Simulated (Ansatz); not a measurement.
The system is MnO.

```
Mn O
1.0
     0.00000    2.22391    2.22391
     2.22391    0.00000    2.22391
     2.22391    2.22391    0.00000
Mn O
1 1
Direct
  0.00000 0.00000 0.00000
  0.50000 0.50000 0.50000
```

The cell is a database's computed one.

Base run:

- Program: Ansatz 0.2.0
- Functional: r2SCAN
- Potentials or basis: Ansatz PAW
- Cutoff: 500 eV (not typed: the program's choice for these potentials)
- k mesh: 10 × 10 × 10
- Occupations: fermi-dirac, width 0.05 eV
- Spin: collinear spin, ferromagnetic start
- Starting moments: [4.0, 0.0] μB
- Hubbard terms: Mn d U = 2 eV

Its results: band gap on the k mesh 0.40 eV, indirect (least direct gap 3.12 eV); pressure 2.5 GPa; net moment 5.00 μB per cell; site moments Mn +4.30; O +0.21 μB.

Q: The run is repeated on the same cell with these changes: hubbard terms from Mn d U = 2 eV to none; hubbard projectors from ortho-atomic (the default) to none. What comes out?

A: Band gap on the k mesh none (metal or under the smearing width); pressure 0.3 GPa; net moment 5.00 μB per cell; site moments Mn +4.26; O +0.26 μB.

The U term pushes filled and empty states of the shell apart.

Caveats: the magnetic or orbital state may not be the lowest; a cell with one magnetic atom can't hold antiferromagnetic order, which such compounds often take; the PAW data sets come from PBE, with cores solved anew for the run's functional, which leaves a small shift of forces and pressure; semilocal functionals often make such compounds metallic where correlation or magnetic order opens a gap, which also shifts bond lengths (some runs).
